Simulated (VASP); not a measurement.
# Sn (Immm) in VASP: further runs

Runs on Sn. Level: PBE. Tasks: single point.

Everything below comes from runs of VASP 6.6.1. Logs are shortened: lines on timing, memory, paths and dates and some standing lists are left out, and cuts for length are marked.

### Step 1. The crystal as given

It takes space group Immm (No. 71, orthorhombic). Conventional cell: a = 3.453 Å, b = 3.551 Å, c = 4.677 Å, α = 90.00°, β = 90.00°, γ = 90.00°. Sn (site symmetry mmm) has 12 Sn at 3.41 to 3.55 Å as nearest neighbours.

This isn't the form of Sn at room conditions, which is tetragonal (white tin).

### Step 2. Single point, PBE

The input, INCAR:

```
SYSTEM = Sn
ADDGRID = .FALSE.
ALGO = Normal
EDIFF = 1E-7
ENCUT = 550
GGA = PE
ISIF = 2
ISMEAR = 1
LASPH = .TRUE.
LCHARG = .FALSE.
LREAL = .FALSE.
LWAVE = .FALSE.
NELM = 100
PREC = Accurate
SIGMA = 0.2
```

The input, KPOINTS:

```
k-points
0
G
  8 8 8
  0 0 0
```

The input, POSCAR:

```
Sn
1.0
   -1.7265390000      1.7755470000      2.3383420000
    1.7265390000     -1.7755470000      2.3383420000
    1.7265390000      1.7755470000     -2.3383420000
Sn
1
Direct
    0.0000000000      0.0000000000      0.0000000000
```

Potentials or basis: VASP PAW PBE potentials, release 64 (Sn).

Started as:

```
$ cat potpaw_PBE.64/Sn/POTCAR > POTCAR
$ mpirun -np 1 vasp_std > vasp.out
```

OUTCAR:

```text
SYSTEM = Sn
   EDIFF = 1E-7
   ENCUT = 550
   GGA = PE
   ISIF = 2
   ISMEAR = 1
   LASPH = .TRUE.
   LREAL = .FALSE.
   NELM = 100
   PREC = Accurate

 Found     95 irreducible k-points:

 Following reciprocal coordinates:
            Coordinates               Weight
  0.000000  0.000000  0.000000      1.000000
  0.125000  0.000000  0.000000      4.000000
  0.250000  0.000000  0.000000      4.000000
  0.375000  0.000000  0.000000      4.000000
  0.500000  0.000000  0.000000      2.000000
 -0.000000  0.125000  0.000000      4.000000
   k-points           NKPTS =     95   k-points in BZ     NKDIM =     95   number of bands    NBANDS=      6
   number of dos      NEDOS =    301   number of ions     NIONS =      1
   total plane-waves  NPLWV =  21952
   dimension x,y,z NGX =    28 NGY =   28 NGZ =   28
   dimension x,y,z NGXF=    56 NGYF=   56 NGZF=   56
   ions per type =               1
   NGX,Y,Z   is equivalent  to a cutoff of  13.67, 13.67, 13.67 a.u.
   NGXF,Y,Z  is equivalent  to a cutoff of  27.33, 27.33, 27.33 a.u.
 SYSTEM =  Sn
   PREC   = accura    normal or accurate (medium, high low for compatibility)
   ISTART =      0    job   : 0-new  1-cont  2-samecut
   ICHARG =      2    charge: 1-file 2-atom 10-const
   ISPIN  =      1    spin polarized calculation?
   LNONCOLLINEAR =      F non collinear calculations
   LSORBIT =      F    spin-orbit coupling
   LASPH  =      T    aspherical Exc in radial PAW
   ENCUT  =  550.0 eV  40.42 Ry    6.36 a.u.   6.51  6.51  6.51*2*pi/ulx,y,z
   NELM   =    100;   NELMIN=  2; NELMDL= -5     # of ELM steps
   EDIFF  = 0.1E-06   stopping-criterion for ELM
   LREAL  =      F    real-space projection
   EDIFFG = 0.1E-05   stopping-criterion for IOM
   NSW    =      0    number of steps for IOM
   IBRION =     -1    ionic relax: 0-MD 1-quasi-New 2-CG
   NFREE  =      0    steps in history (QN), initial steepest desc. (CG)
   ISIF   =      2    stress and relaxation
   ISYM   =      2    0-nonsym 1-usesym 2-fastsym
   POTIM  = 0.5000    time-step for ionic-motion
   TEBEG  =    0.0;   TEEND  =   0.0 temperature during run
   PSTRESS=    0.0 pullay stress
   NELECT =       4.0000    total number of electrons
   NUPDOWN=      -1.0000    fix difference up-down
   EMIN   =  10.00;   EMAX   =-10.00  energy-range for DOS
   EFERMI =   0.00;   METHOD = LEGACY
   ISMEAR =     1;   SIGMA  =   0.20  broadening in eV -4-tet -1-fermi 0-gaus
   EFERMI_NEDOS =   21; number of points for ismear=-14 and -15
   IALGO  =     38    algorithm
   IMIX   =      4    mixing-type and parameters
     AMIX     =   0.40;   BMIX     =  1.00
     AMIX_MAG =   1.60;   BMIX_MAG =  1.00
  volume/ion in A,a.u.               =      28.67       193.50
  Fermi-wavevector in a.u.,A,eV,Ry     =   0.849055  1.604482  9.808370  0.720895
  Thomas-Fermi vector in A             =   1.964816
   LORBIT       =      0    0 simple, 1 ext, 2 COOP (PROOUT), +10 PAW based schemes
   GGA     = PE    functional components
   LHFCALC =     F    Hartree Fock is set to
   AEXX    =    0.0000 exact exchange contribution
   IVDW    =     0    specifies the selected vdW correction
   LEPSILON=     F    determine dielectric tensor
   LRPA    =     F    only Hartree local field effects (RPA)
 non-spin polarized calculation
 Methfessel and Paxton  Order N= 1 SIGMA  =   0.20
  energy-cutoff  :      550.00
  volume of cell :       28.67
 maximum number of plane-waves:       856
 NGX is ok and might be reduce to    28
   NGX = 13   NGY = 13   NGZ = 13

 number of electron       4.0000000 magnetization

 Free energy of the ion-electron system (eV)
  ---------------------------------------------------
  ext. energy  EPLUGINS =         0.00000000
  ---------------------------------------------------
  free energy    TOTEN  =        -3.78764297 eV

  energy without entropy =       -3.78680993  energy(sigma->0) =       -3.78736529

 E-fermi :   5.0011     XC(G=0):  -9.9668

 val. band max:        4.9922577870   @ k =   0.5000   0.5000   0.2500
 cond. band min:       5.0088465890   @ k =   0.2500  -0.1250   0.1250
 fundamental gap:      0.0165888020
 Fermi energy:         5.0011068089

 k-point     1 :       0.0000    0.0000    0.0000
  band No.  band energies     occupation
      1      -5.8265      2.00000
      2      11.9806      0.00000
      3      12.1209      0.00000
      4      12.5278      0.00000
      5      15.5895      0.00000
      6      15.8004      0.00000

 k-point     2 :       0.1250    0.0000    0.0000
  band No.  band energies     occupation
      1      -5.5247      2.00000
      2       9.4115      0.00000
      3      11.8129      0.00000
      4      11.9905      0.00000
      5      14.7293      0.00000
      6      16.6515      0.00000

 k-point     3 :       0.2500    0.0000    0.0000
  band No.  band energies     occupation
      1      -4.6250      2.00000
      2       5.6886     -0.00001
      3      11.0940      0.00000
      4      11.3684      0.00000
      5      14.3821      0.00000
      6      16.1841      0.00000

 k-point     4 :       0.3750    0.0000    0.0000
  band No.  band energies     occupation
      1      -3.1821      2.00000
      2       2.4291      2.00000
      3      10.4320      0.00000
      4      11.0526      0.00000
      5      14.3766      0.00000
      6      15.2789      0.00000

 k-point     5 :       0.5000    0.0000    0.0000
  band No.  band energies     occupation
      1      -1.9160      2.00000
      2       0.5442      2.00000
      3      10.1942      0.00000
      4      10.9460      0.00000
      5      14.4973      0.00000
      6      14.9679      0.00000

 k-point     6 :      -0.0000    0.1250    0.0000
  band No.  band energies     occupation
      1      -5.5120      2.00000
      2       9.8397      0.00000
      3      11.4594      0.00000
      4      11.8761      0.00000
      5      14.5469      0.00000
      6      16.4995      0.00000

 [... further k-points ...]

------------------------ aborting loop because EDIFF is reached ----------------------------------------

  FORCE on cell =-STRESS in cart. coord.  units (eV):
  Direction    XX          YY          ZZ          XY          YZ          ZX
  --------------------------------------------------------------------------------------
  -------------------------------------------------------------------------------------
  Total       -0.2487617     -0.1467402     -0.3332262      0.0000000      0.0000000      0.0000000
  in kB      -13.9000856     -8.1994221    -18.6197218      0.0000000      0.0000000      0.0000000
  external PRESSURE =     -13.5730765 kB  Pullay stress =       0.0000000 kB

 VOLUME and BASIS-vectors are now :
 -----------------------------------------------------------------------------
  energy-cutoff  :      550.00
  volume of cell :       28.67
      direct lattice vectors                 reciprocal lattice vectors
    -1.726539000  1.775547000  2.338342000     0.000000000  0.281603359  0.213826720
     1.726539000 -1.775547000  2.338342000     0.289596702  0.000000000  0.213826720
     1.726539000  1.775547000 -2.338342000     0.289596702  0.281603359  0.000000000

 POSITION                                       TOTAL-FORCE (eV/Angst)
 -----------------------------------------------------------------------------------
      0.00000      0.00000      0.00000         0.000000      0.000000      0.000000
 -----------------------------------------------------------------------------------
    total drift:                                0.000000     -0.000000     -0.000000

  FREE ENERGIE OF THE ION-ELECTRON SYSTEM (eV)
  ---------------------------------------------------
  free  energy   TOTEN  =        -3.7876429670 eV

  energy  without entropy=       -3.7868099306  energy(sigma->0) =       -3.78736529
```

It took 9.3 s on 1 thread of Intel Xeon 6975P-C (Granite Rapids), shared host; peak memory 0.17 GiB.

The run converged, but some of its settings lie outside the range that counts as converged, so its numbers aren't taken as properties of the crystal.

Results:

- Free energy: -3.7876 eV
- Pressure: -1.4 GPa
- Band gap on the k mesh: none (metal or under the smearing width)

### Step 3. Single point, PBE

INCAR is that of step 2.

KPOINTS is that of step 2.

The input, POSCAR:

```
Sn
1.0
   -1.6810770000      1.7214010000      2.3373330000
    1.7271670000     -1.7623000000      2.4024190000
    1.7145940000      1.7948920000     -2.3683880000
Sn
1
Direct
    0.0245380000     -0.0183670000      0.0024320000
```

Potentials or basis: VASP PAW PBE potentials, release 64 (Sn).

Started as:

```
$ cat potpaw_PBE.64/Sn/POTCAR > POTCAR
$ mpirun -np 1 vasp_std > vasp.out
```

It took 20 s on 1 thread of Intel Xeon 6975P-C (Granite Rapids), shared host; peak memory 0.19 GiB.

These settings aren't checked as converged: the numbers below hold their error.

Results:

* Free energy: -3.7849 eV
* Pressure: -1.3 GPa
* Band gap on the k mesh: none (metal or under the smearing width)

### Step 4. Single point, PBE

Changes to INCAR since step 3:

```diff
@@ -4,3 +4,3 @@
 EDIFF = 1E-7
-ENCUT = 550
+ENCUT = 250
 GGA = PE
```

The input, KPOINTS:

```
k-points
0
G
  12 12 12
  0 0 0
```

The input, POSCAR:

```
Sn
1.0
   -1.7265390000      1.7755470000      2.3383420000
    1.7265390000     -1.7755470000      2.3383420000
    1.7265390000      1.7755470000     -2.3383420000
Sn
1
Direct
    0.0000000000      0.0000000000      0.0000000000
```

Started as:

```
$ cat potpaw_PBE.64/Sn/POTCAR > POTCAR
$ mpirun -np 1 vasp_std > vasp.out
```

Wall time 7.7 s (1 thread of Intel Xeon 6975P-C (Granite Rapids), shared host); peak memory 0.12 GiB.

These settings aren't checked as converged: the numbers below hold their error.

What came out:

```
Free energy            : -3.7641 eV
Pressure               : -1.3 GPa
Band gap on the k mesh : none (metal or under the smearing width)
```
